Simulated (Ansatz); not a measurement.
**TiCo: one candidate of a structure search**

Aim: relax a trial structure of TiCo and see where it ends.

Computed with Ansatz 0.2.0 (DFT PBE, scalar-relativistic, plane waves, PAW, unless a step's input says otherwise).

### 1 The system as given

Symmetry: P-6m2, No. 187, hexagonal system. Conventional cell: a = 3.420 Å, b = 3.420 Å, c = 2.578 Å, α = 90.00°, β = 90.00°, γ = 120.00°. Ti (site symmetry -6m2) has 3 Co at 1.97 Å as nearest neighbours. Around Co (site symmetry -6m2) lie 3 Ti at 1.97 Å.

Structure file:

```cif
data_structure
_symmetry_space_group_name_H-M 'P 1'
_symmetry_Int_Tables_number 1
_cell_length_a 3.4195
_cell_length_b 3.4195
_cell_length_c 2.5783
_cell_angle_alpha 90.000
_cell_angle_beta 90.000
_cell_angle_gamma 120.000
_cell_volume 26.11
loop_
_atom_site_label
_atom_site_type_symbol
_atom_site_fract_x
_atom_site_fract_y
_atom_site_fract_z
_atom_site_occupancy
Ti1 Ti 0.33333 0.66667 0.50000 1
Co1 Co 0.00000 0.00000 0.50000 1
```

Recipe of the guess: random cell by space group and Wyckoff sites (P-6m2, No. 187). Lengths come from tabulated atomic sizes and are only a guess.

### 2 The guess as it stands, on a coarse mesh

input.yaml

```yaml
crystal:
  lattice:
    - [3.41950326, 0.0, 0.0]
    - [-1.70975163, 2.9613767, 0.0]
    - [0.0, 0.0, 2.57828039]
  atoms:
    - { symbol: Ti, position: [0.33333333, 0.66666667, 0.5] }
    - { symbol: Co, position: [0.0, 0.0, 0.5], spin: 3.0 }
basis:
  ecutwfc: 420
kpoints:
  mp_grid: { grid: [6, 6, 6] }
hamiltonian:
  xc: pbe
scf:
  occupations: { method: gaussian, width: 0.1 }
  lower_state_search: "off"
output:
  forces: true
  stress: true
  eigenvalues: true
  populations: true
magnetization:
  spin_polarized: true
```

Command:

```
$ ansatz run input.yaml --threads 1 --pin off --max-ram 2560MiB --backend cpu --events-out ev --progress --plain --runs-dir out
```

Output (excerpt; [...] marks lines left out):

```text
Warning: RAYON_NUM_THREADS=1 ignored (pool sized by the plan → 1); use --threads N
[...]
Pseudopotentials: kind: paw
Pseudopotential: Ti, paw, valence charge 12, recommended cutoff 420 eV (normal), Ti.paw.azcp
Pseudopotential: Co, paw, valence charge 17, recommended cutoff 420 eV (normal), Co.paw.azcp
Functional definition: PBE
[...]
Crystal: 2 atoms, lattice volume = 26.109 Å³
Basis set: ecut = 420 eV, 513 PW (Γ), exchange–correlation on 48×48×36 points (8 copies of the dense FFT grid, shifted against one another)
Bands: 20, of which v1, the nominal top of the filled ones, is band 15 counted from 1 (14 counted from 0)
Symmetry: 12 space group operations
Space group: P-6m2 (ITA 187), of the structure as read, at distance tolerance 3.0e-5 Å
Magnetic group: BNS 187.209 (UNI 1439), of the structure as read, at distance tolerance 3.0e-5 Å
k-points: 28 of 216 (time reversal used)
[...]
Starting moments: Σ|m| = 3 μB on 1 of 2 sites
[...]
SCF iter   1: F=—  HF=-7622.763899 eV  |F-HF|=—  |Δ(HF+E_count)|=         —  Δρ=2.89e-1 (↑1.12e-1 ↓2.89e-1)  dr2=9.13e0  dr2_m=9.17e0  M=0.555 μB ∫|m|=0.851 μB  β_m=0.30  ethr=3.10e-3  ⟨swp⟩=4.4  Hψ=4285  notcnv=0
[...]
spin-set hold released at iteration 4 (the charge has settled, or the pull on large starting moments outlasts its swing): the magnetisation degrees of freedom join the quasi-Newton model from the next iteration; the mixer history was flushed
[...]
SCF iter  19: F=-7623.213495 eV  HF=-7623.213495 eV  |F-HF|=5.74e-10  |Δ(HF+E_count)|=   1.83e-8  Δρ=1.15e-6 (↑1.15e-6 ↓8.39e-7)  dr2=6.82e-10  dr2_m=2.17e-11  M=0.219 μB ∫|m|=0.220 μB  ethr=4.49e-12  ⟨swp⟩=1.1  Hψ=3324  notcnv=0
[...]
SCF converged after 19 iterations
Magnetization: 0.2191 μB (14.6096 up, 14.3904 down)
Absolute magnetization: 0.2206 μB (∫|ρ↑−ρ↓|, with the PAW one-centre terms)
Spin contamination: 0.0054 ħ² per cell (⟨S²⟩ above its minimum at these occupations)
Per-site moments (μB) at R_I (Å): [(0.11239333995342533, 0.8143785913290094), (0.014135112012653373, 0.8143785913290094)]
Free energy (F): -7623.213495 eV
[...]
E sigma→0 (E₀):  -7623.210248 eV
Entropy (-TS):   -0.006493 eV (-3.246 meV/atom)
Fermi energy:    16.985553 eV
[...]
--- Forces (eV/Å), atoms counted from 1 ---
  atom   1  Ti    -0.00000000     0.00000000     0.00000000
  atom   2  Co     0.00000000    -0.00000000     0.00000000
[...]
--- Stress (GPa, compression-positive) ---
       70.863127       0.000000      -0.000000
        0.000000      70.863127      -0.000000
       -0.000000      -0.000000      -0.235794
  P = ⅓ Tr σ = 47.1635 GPa (471.635 kbar)
--- Band table (eV; the first three rows and the last of 56) ---
  k-point 0 ↑: bands = ["-78.5776", "-42.1644", "-42.1644", "-41.5826", "-39.7914", "-16.2901", "-16.2901", "-15.4298", "9.7316", "12.9165", "14.5095", "14.5095", "15.0724", "15.0724", "16.4998", "16.4998", "16.7719", "20.3804", "20.3804", "28.0859"]
[...]
--- Löwdin populations: 2 sites ---
  site symbol       q [e]    m [muB]
     0     Ti     11.8658     0.2084
     1     Co     16.8905     0.0089
  spilling = 0.008403 (of n_electrons = 29.000000)
```

Wall time 7.5 s (1 thread of Arm Neoverse V2, shared host); peak memory 0.3 GiB.

Per atom:

| atom | moment in the atom's sphere (μB) | Löwdin electrons |
| --- | --- | --- |
| Ti1 | 0.11 | 11.87 |
| Co2 | 0.01 | 16.89 |

The Löwdin counts miss 0.24 of the 29 electrons, which the atomic orbitals do not span, so they are no charges.

The probe gives pressure 47.2 GPa, largest force 0.00 eV/Å, gap on this mesh none (metal). A guess like this is first relaxed loosely on the coarse mesh.

### 3 A loose first relaxation

Changes to input.yaml since step 2:

```diff
@@ -24 +24,6 @@
   spin_polarized: true
+relax:
+  adjacent_minimum: "off"
+  f_tol: 0.04
+  max_steps: 70
+  cell: { stress_tol: 0.4 }
```

Command:

```
$ ansatz run input.yaml --threads 1 --pin off --max-ram 2560MiB --backend cpu --events-out ev --progress --plain --runs-dir out
```

Output:

```text
Warning: RAYON_NUM_THREADS=1 ignored (pool sized by the plan → 1); use --threads N
Engine: ansatz 0.2.0, aarch64-unknown-linux-gnu
[... 4 set-up lines as earlier in the session ...]
  parameter kappa = 0.804
  parameter beta = 0.06672455060314922
  exchange = pbe_x(kappa = kappa, mu = beta*pi^2/3)
  correlation = pbe_c(beta = beta)
Crystal: 2 atoms, lattice volume = 26.109 Å³
Basis set: ecut = 420 eV, 513 PW (Γ), exchange–correlation on 48×48×36 points (8 copies of the dense FFT grid, shifted against one another)
Bands: 20, of which v1, the nominal top of the filled ones, is band 15 counted from 1 (14 counted from 0)
[... 2 set-up lines as earlier in the session ...]
Magnetic group: BNS 187.209 (UNI 1439), of the structure as read, at distance tolerance 3.0e-5 Å
k-points: 28 of 216 (time reversal used)
Non-local potential: Ti, projectors of the file, l = 0: 3, l = 1: 2, l = 2: 3, l = 3: 1
Non-local potential: Co, projectors of the file, l = 0: 3, l = 1: 2, l = 2: 3, l = 3: 1
PAW form: soft (Blöchl's): semilocal exchange-correlation on the pseudo side does not see the compensation charge
PAW one-centre angular grid: Ti, 590 points (default); XC on 64 Gauss nodes
PAW one-centre angular grid: Co, 590 points (default); XC on 64 Gauss nodes
Initial density: superposition of atomic densities (chi_scale 0.1, normalization cell)
Starting moments: Σ|m| = 3 μB on 1 of 2 sites
Initial wavefunctions: pseudopotential atomic-orbital guess
Functional: x = pbe(κ = 0.804, μ = 0.2195149727645171), c = pbe(β = 0.06672455060314922)
SCF iter   1: F=—  HF=-7622.763902 eV  |F-HF|=—  |Δ(HF+E_count)|=         —  Δρ=2.89e-1 (↑1.12e-1 ↓2.89e-1)  dr2=9.13e0  dr2_m=9.17e0  M=0.555 μB ∫|m|=0.851 μB  β_m=0.30  ethr=3.10e-3  ⟨swp⟩=4.4  Hψ=4285  notcnv=0
preconditioner: auto → none  [metal: Δε(μ)=0.021 eV  Ē_g=6.852 eV  σ=0.100 eV  W_gap=0.12  n_scr=8 (ndim 8)  ℏωp=26.2 eV  f_vac=0.000  D(μ)=1.52/eV (n_scr^D=20)  sad-step TF]
SCF iter   2: F=—  HF=-7622.393810 eV  |F-HF|=—  |Δ(HF+E_count)|=   3.70e-1  Δρ=2.24e-1 (↑2.24e-1 ↓1.05e-1)  dr2=3.75e0  dr2_m=5.95e0  M=0.715 μB ∫|m|=1.489 μB  β_m=0.30  ethr=3.10e-3  ⟨swp⟩=2.9  Hψ=2782  notcnv=0  defer=39
SCF iter   3: F=—  HF=-7622.053533 eV  |F-HF|=—  |Δ(HF+E_count)|=   3.40e-1  Δρ=1.85e-1 (↑1.64e-1 ↓1.85e-1)  dr2=4.34e-1  dr2_m=7.24e0  M=0.642 μB ∫|m|=1.215 μB  β_m=0.30  ethr=3.10e-3  ⟨swp⟩=2.2  Hψ=2037  notcnv=0  defer=37
SCF iter   4: F=—  HF=-7622.437800 eV  |F-HF|=—  |Δ(HF+E_count)|=   3.84e-1  Δρ=1.35e-1 (↑1.35e-1 ↓1.27e-1)  dr2=1.38e-2  dr2_m=4.13e0  M=0.598 μB ∫|m|=1.096 μB  β_m=0.30  ethr=1.50e-3  ⟨swp⟩=2.0  Hψ=1585  notcnv=0  defer=37
Mixer restart at iter 4: flushing history
spin-set hold released at iteration 4 (the charge has settled, or the pull on large starting moments outlasts its swing): the magnetisation degrees of freedom join the quasi-Newton model from the next iteration; the mixer history was flushed
SCF iter   5: F=—  HF=-7622.710648 eV  |F-HF|=—  |Δ(HF+E_count)|=   2.73e-1  Δρ=1.20e-1 (↑9.81e-2 ↓1.20e-1)  dr2=1.44e-1  dr2_m=2.84e0  M=0.481 μB ∫|m|=0.887 μB  β_m=0.54  ethr=4.77e-5  ⟨swp⟩=2.1  Hψ=2132  notcnv=0  defer=37
SCF iter   6: F=—  HF=-7634.150888 eV  |F-HF|=—  |Δ(HF+E_count)|=    1.14e1  Δρ=4.85e-1 (↑4.85e-1 ↓4.57e-1)  dr2=2.08e2  dr2_m=7.56e-2  M=0.360 μB ∫|m|=0.630 μB  β_m=0.22  ethr=4.77e-5  ⟨swp⟩=4.3  Hψ=4157  notcnv=0  defer=40  recentre
SCF iter   7: F=—  HF=-7623.145321 eV  |F-HF|=—  |Δ(HF+E_count)|=    1.10e1  Δρ=4.46e-2 (↑3.60e-2 ↓4.46e-2)  dr2=5.20e-2  dr2_m=3.82e-1  M=0.181 μB ∫|m|=0.414 μB  β_m=0.29  ethr=4.77e-5  ⟨swp⟩=3.9  Hψ=3870  notcnv=0  defer=32
SCF iter   8: F=—  HF=-7623.201668 eV  |F-HF|=—  |Δ(HF+E_count)|=   5.63e-2  Δρ=7.63e-3 (↑5.81e-3 ↓7.63e-3)  dr2=4.85e-3  dr2_m=9.52e-3  M=0.043 μB ∫|m|=0.112 μB  β_m=0.60  ethr=4.77e-5  ⟨swp⟩=2.2  Hψ=2244  notcnv=0  defer=34
SCF iter   9: F=—  HF=-7623.209357 eV  |F-HF|=—  |Δ(HF+E_count)|=   7.69e-3  Δρ=5.23e-3 (↑1.93e-3 ↓5.23e-3)  dr2=6.66e-3  dr2_m=2.27e-3  M=0.075 μB ∫|m|=0.090 μB  β_m=0.74  ethr=1.67e-5  ⟨swp⟩=2.1  Hψ=1847  notcnv=0  defer=34
SCF iter  10: F=—  HF=-7623.211049 eV  |F-HF|=—  |Δ(HF+E_count)|=   1.69e-3  Δρ=2.41e-3 (↑1.68e-3 ↓2.41e-3)  dr2=1.72e-3  dr2_m=5.38e-4  M=0.109 μB ∫|m|=0.109 μB  β_m=0.78  ethr=1.67e-5  ⟨swp⟩=2.2  Hψ=1328  notcnv=0  defer=34
SCF iter  11: F=—  HF=-7623.211757 eV  |F-HF|=—  |Δ(HF+E_count)|=   7.08e-4  Δρ=1.57e-3 (↑1.14e-3 ↓1.57e-3)  dr2=7.87e-5  dr2_m=4.31e-4  M=0.144 μB ∫|m|=0.145 μB  β_m=0.89  ethr=5.94e-6  ⟨swp⟩=2.0  Hψ=1323  notcnv=0  defer=34
SCF iter  12: F=—  HF=-7623.213257 eV  |F-HF|=—  |Δ(HF+E_count)|=   1.50e-3  Δρ=1.24e-3 (↑1.24e-3 ↓7.54e-4)  dr2=4.87e-4  dr2_m=1.52e-4  M=0.193 μB ∫|m|=0.194 μB  β_m=0.89  ethr=2.72e-7  ⟨swp⟩=2.7  Hψ=2051  notcnv=0  defer=34
SCF iter  13: F=—  HF=-7623.210269 eV  |F-HF|=—  |Δ(HF+E_count)|=   2.99e-3  Δρ=3.61e-3 (↑3.61e-3 ↓3.58e-3)  dr2=4.62e-3  dr2_m=1.98e-3  M=0.289 μB ∫|m|=0.294 μB  β_m=0.78  ethr=2.72e-7  ⟨swp⟩=3.1  Hψ=2509  notcnv=0  defer=34  recentre
SCF iter  14: F=—  HF=-7623.213401 eV  |F-HF|=—  |Δ(HF+E_count)|=   3.13e-3  Δρ=7.85e-4 (↑7.57e-4 ↓7.85e-4)  dr2=1.61e-5  dr2_m=1.39e-4  M=0.198 μB ∫|m|=0.199 μB  β_m=0.85  ethr=2.72e-7  ⟨swp⟩=3.1  Hψ=2526  notcnv=0  defer=35
SCF iter  15: F=—  HF=-7623.213622 eV  |F-HF|=—  |Δ(HF+E_count)|=   2.20e-4  Δρ=3.53e-4 (↑3.53e-4 ↓3.51e-4)  dr2=5.14e-7  dr2_m=2.95e-5  M=0.227 μB ∫|m|=0.229 μB  β_m=0.81  ethr=5.54e-8  ⟨swp⟩=3.0  Hψ=2173  notcnv=0  defer=35
SCF iter  16: F=—  HF=-7623.213494 eV  |F-HF|=—  |Δ(HF+E_count)|=   1.28e-4  Δρ=5.76e-5 (↑5.37e-5 ↓5.76e-5)  dr2=2.59e-7  dr2_m=6.72e-7  M=0.220 μB ∫|m|=0.222 μB  β_m=0.91  ethr=1.77e-9  ⟨swp⟩=3.0  Hψ=2309  notcnv=0  defer=35
iter 17 did not close the SCF: its close was put off for a magnetic moment that had not settled (scf_convergence_deferred on its scf_iter line)
SCF iter  17: F=-7623.213495 eV  HF=-7623.213495 eV  |F-HF|=2.33e-8  |Δ(HF+E_count)|=   8.81e-7  Δρ=1.91e-5 (↑1.91e-5 ↓1.60e-5)  dr2=3.06e-8  dr2_m=6.41e-8  M=0.220 μB ∫|m|=0.221 μB  β_m=0.82  ethr=3.45e-10  ⟨swp⟩=5.6  Hψ=4689  notcnv=0
iter 18 did not close the SCF: its close was put off for a magnetic moment that had not settled (scf_convergence_deferred on its scf_iter line)
SCF iter  18: F=-7623.213495 eV  HF=-7623.213495 eV  |F-HF|=7.63e-9  |Δ(HF+E_count)|=   9.08e-8  Δρ=6.84e-6 (↑6.20e-6 ↓6.84e-6)  dr2=1.34e-9  dr2_m=9.72e-9  M=0.219 μB ∫|m|=0.221 μB  β_m=0.80  ethr=1.05e-10  ⟨swp⟩=2.0  Hψ=3626  notcnv=0
SCF iter  19: F=-7623.213495 eV  HF=-7623.213495 eV  |F-HF|=5.71e-10  |Δ(HF+E_count)|=   1.86e-8  Δρ=1.15e-6 (↑1.15e-6 ↓8.30e-7)  dr2=6.80e-10  dr2_m=2.19e-11  M=0.219 μB ∫|m|=0.220 μB  ethr=4.60e-12  ⟨swp⟩=1.1  Hψ=3307  notcnv=0
SCF 1 converged in 19 iterations: F = -7623.213495 eV  dr2 = 6.80e-10
relax step   1: F+E_penalty+E_count = -7623.21349461 eV  Δ(F+E_penalty+E_count) = +0.000e0 eV  max|allowed force component| = 6.661e-16 eV/Å  Δτ_max = 0.0000 Å  P = +47.163 GPa  Ω = 26.109 Å³  (19 SCF iters, dr2 threshold 1.00e-7 eV, accepted)
[... from here on, the SCF cycles and remarks between the steps are left out ...]
relax step   2: F+E_penalty+E_count = -7624.05050092 eV  Δ(F+E_penalty+E_count) = -8.370e-1 eV  max|allowed force component| = 4.418e-16 eV/Å  Δτ_max = 0.0000 Å  P = +22.591 GPa  Ω = 28.702 Å³  energy of the carried Pulay correction = -3.059e-3 eV  (12 SCF iters, dr2 threshold 2.00e-7 eV, accepted)
relax step   3: F+E_penalty+E_count = -7624.43395013 eV  Δ(F+E_penalty+E_count) = -3.834e-1 eV  max|allowed force component| = 7.401e-16 eV/Å  Δτ_max = 0.0000 Å  P = +6.873 GPa  Ω = 31.057 Å³  energy of the carried Pulay correction = -5.690e-3 eV  (13 SCF iters, dr2 threshold 2.00e-7 eV, accepted)
relax step   4: F+E_penalty+E_count = -7624.48565185 eV  Δ(F+E_penalty+E_count) = -5.170e-2 eV  max|allowed force component| = 5.956e-16 eV/Å  Δτ_max = 0.0000 Å  P = -2.609 GPa  Ω = 32.763 Å³  energy of the carried Pulay correction = -7.521e-3 eV  (14 SCF iters, dr2 threshold 2.00e-7 eV, accepted)
relax step   5: F+E_penalty+E_count = -7624.49229844 eV  Δ(F+E_penalty+E_count) = -6.647e-3 eV  max|allowed force component| = 5.181e-16 eV/Å  Δτ_max = 0.0000 Å  P = -0.002 GPa  Ω = 32.250 Å³  energy of the carried Pulay correction = -7.006e-3 eV  (12 SCF iters, dr2 threshold 2.00e-7 eV, accepted)
relax step   6: F+E_penalty+E_count = -7624.55283541 eV  Δ(F+E_penalty+E_count) = -6.054e-2 eV  max|allowed force component| = 4.071e-16 eV/Å  Δτ_max = 0.0000 Å  P = +3.508 GPa  Ω = 32.250 Å³  stress off target by 4.81e0 GPa  SCF on the basis re-selected at this cell (its energy is not comparable with the rows above)  (10 SCF iters)
relax step   7: F+E_penalty+E_count = -7624.56609881 eV  Δ(F+E_penalty+E_count) = -1.326e-2 eV  max|allowed force component| = 1.850e-16 eV/Å  Δτ_max = 0.0000 Å  P = +1.140 GPa  Ω = 32.945 Å³  energy of the carried Pulay correction = -3.478e-4 eV  (10 SCF iters, dr2 threshold 2.00e-7 eV, accepted)
relax step   8: F+E_penalty+E_count = -7624.56761106 eV  Δ(F+E_penalty+E_count) = -1.512e-3 eV  max|allowed force component| = 5.435e-16 eV/Å  Δτ_max = 0.0000 Å  P = +0.165 GPa  Ω = 33.256 Å³  energy of the carried Pulay correction = -5.418e-4 eV  (11 SCF iters, dr2 threshold 2.00e-7 eV, accepted)
relax step   9: F+E_penalty+E_count = -7624.56809846 eV  Δ(F+E_penalty+E_count) = -4.874e-4 eV  max|allowed force component| = 5.435e-16 eV/Å  Δτ_max = 0.0000 Å  P = +0.148 GPa  Ω = 33.256 Å³  stress off target by 2.45e-1 GPa  SCF on the basis re-selected at this cell (its energy is not comparable with the rows above)  (6 SCF iters)
basis re-selected at this cell: Δ(F+E_penalty+E_count) = -4.874e-4 eV, ΔP = -0.017 GPa vs the last step (what re-selecting the basis moved, of the pressure what is left beyond the Pulay correction that the steps carried, after the strain that the cell walked since its last selection, with what the two solves' SCF thresholds leave and, on support functions, any second-order correction that the steps lacked; it is no measure of the basis error at this ecutwfc). This SCF's stress stands 2.45e-1 GPa from its target on what of the cell is left free (relax.cell.stress_tol is 4.00e-1 GPa) and its largest allowed force component is 5.44e-16 eV/Å (relax.f_tol is 4.00e-2 eV/Å): within both
SCF converged after 6 iterations
Magnetization: 0.3226 μB (14.6613 up, 14.3387 down)
Absolute magnetization: 0.4019 μB (∫|ρ↑−ρ↓|, with the PAW one-centre terms)
Spin contamination: 0.0095 ħ² per cell (⟨S²⟩ above its minimum at these occupations)
Per-site moments (μB) at R_I (Å): [(0.2447499957174785, 0.9313008982055587), (-0.03564208354294124, 0.9313008982055587)]
Free energy (F): -7624.568098 eV
Harris-Foulkes:  -7624.568098 eV  (|F-HF|=5.25e-8)
Internal energy: -7624.564947 eV  (E = F + TS)
E sigma→0 (E₀):  -7624.566523 eV
Entropy (-TS):   -0.003152 eV (-1.576 meV/atom)
Fermi energy:    12.308258 eV
--- Per-component energies (eV) ---
  E_band       = -515.474352
  E_kinetic    = 734.218599
  E_local      = -4757.175920  (includes V_loc(G=0)·N_el)
  E_nonlocal   = 467.787713
  E_hartree    = 2019.427958
  E_xc         = -256.262494
  E_vxc        = -326.823808  (∫ρ·V_xc dr)
  E_paw        = -2569.383049  (= ΣΔE_a)
  E_vpaw       = -672.339480  (= ΣTr[D̂ρ^β])
  E_aug_tail   = 0.000247  (compensation charges beyond the density's cutoff)
  E_ewald      = -3263.178001
  E_smearing   = -0.003152  (= −TS)
  E_closure    = -0.000000  (closes the sum)
  Σ components = -7624.568098   (vs F -7624.568098, Δ=0.00e0)
--- Forces (eV/Å), atoms counted from 1 ---
  atom   1  Ti     0.00000000     0.00000000     0.00000000
  atom   2  Co    -0.00000000    -0.00000000    -0.00000000
  max |Σ_I F_I| component: 3.70e-16 eV/Å
--- Stress (GPa, compression-positive) ---
        0.245414      -0.000000      -0.000000
        0.000000       0.245414       0.000000
       -0.000000       0.000000      -0.048129
  P = ⅓ Tr σ = 0.1476 GPa (1.476 kbar)
--- Band table (eV; the first three rows and the last of 56) ---
  k-point 0 ↑: bands = ["-82.2431", "-45.6081", "-45.6081", "-45.4194", "-44.4997", "-20.8112", "-20.8112", "-20.1012", "6.1302", "9.6427", "10.7743", "10.7743", "11.3006", "11.8832", "11.8832", "11.9199", "11.9199", "15.7049", "15.7049", "20.2364"]
  k-point 1 ↑: bands = ["-82.2390", "-45.6043", "-45.6043", "-45.4586", "-44.4496", "-20.7734", "-20.7734", "-20.4258", "6.8778", "10.0244", "10.8364", "10.8364", "11.1368", "11.1368", "12.2965", "12.4828", "12.4828", "14.6990", "14.6990", "21.6583"]
  k-point 2 ↑: bands = ["-82.2308", "-45.5966", "-45.5966", "-45.5365", "-44.3476", "-21.0462", "-20.6969", "-20.6969", "8.6781", "10.2296", "10.2296", "10.9575", "11.0802", "11.0802", "12.9372", "12.9372", "13.4429", "13.4429", "14.4304", "20.1592"]
  k-point 27 ↓: bands = ["-82.2694", "-45.6792", "-45.6424", "-45.6044", "-43.9902", "-20.9361", "-20.4720", "-20.4524", "8.9211", "9.9127", "10.1404", "10.7075", "10.8656", "11.1981", "13.5686", "14.6132", "15.3726", "15.6863", "17.8188", "18.2556"]
--- Relaxed structure (7 steps of the walk, 7 accepted, 2 SCFs on fresh bases) ---
  F+E_penalty+E_count = -7624.56809846 eV   max|allowed force component| = 5.435e-16 eV/Å   (the final SCF, on the basis selected at the relaxed cell)
  cell:  # Å, volume = 33.2560 Å³
    - [3.910449631094689, 5.4505995958665037e-17, 2.4234344863810385e-33]
    - [-1.9552248155473444, 3.386548720747487, 8.870385864227534e-34]
    - [1.8272518341455146e-33, 1.8272518341455146e-33, 2.5112249428227122]
  atoms:
    - { symbol: Ti, position: [0.3333333333333333, 0.6666666666666666, 0.5] }
    - { symbol: Co, position: [-1.8503717008154225e-17, 1.8503717008154222e-17, 0.5] }
--- Löwdin populations: 2 sites ---
  site symbol       q [e]    m [muB]
     0     Ti     11.7468     0.3630
     1     Co     16.9650    -0.0455
  spilling = 0.009939 (of n_electrons = 29.000000)
```

Run time: 50 s. Hardware: 1 thread of Arm Neoverse V2, shared host; peak memory 0.33 GiB.

The steps of the relaxation:

```
step  E - E(step 1) (eV/cell)  largest force component (eV/Å)  pressure (GPa)  volume (Å³)
   1                   0.0000                          0.0000           47.16        26.11
   2                  -0.8370                          0.0000           22.59        28.70
   3                  -1.2205                          0.0000            6.87        31.06
   4                  -1.2722                          0.0000           -2.61        32.76
   5                  -1.2788                          0.0000            0.00        32.25
   6                  -1.3393                          0.0000            3.51        32.25
   7                  -1.3526                          0.0000            1.14        32.95
   8                  -1.3541                          0.0000            0.16        33.26
   9                  -1.3546                          0.0000            0.15        33.26
```

Step 1 is the start. Steps 6, 9 each repeat the geometry before them on a plane-wave basis chosen anew, so the energy can jump there without any move.

|  | before | after | change |
| --- | --- | --- | --- |
| a (Å) | 3.420 | 3.910 | +14.4 % |
| b (Å) | 3.420 | 3.910 | +14.4 % |
| c (Å) | 2.578 | 2.511 | -2.6 % |
| volume (Å³/atom) | 13.05 | 16.63 | +27.4 % |
| shortest distance (Å) | 1.974 | 2.258 | +14.4 % |
| space group (0.01 Å) | P-6m2 | P-6m2 | same |

The run keeps the 12 symmetry operations of the start, so it could not have lowered the symmetry.

Site by site:

| atom | moment in the atom's sphere (μB) | Löwdin electrons |
| --- | --- | --- |
| Ti1 | 0.24 | 11.75 |
| Co2 | -0.04 | 16.96 |

The Löwdin counts miss 0.29 of the 29 electrons, which the atomic orbitals do not span, so they are no charges.

(Part 1 of 2 ends here.)
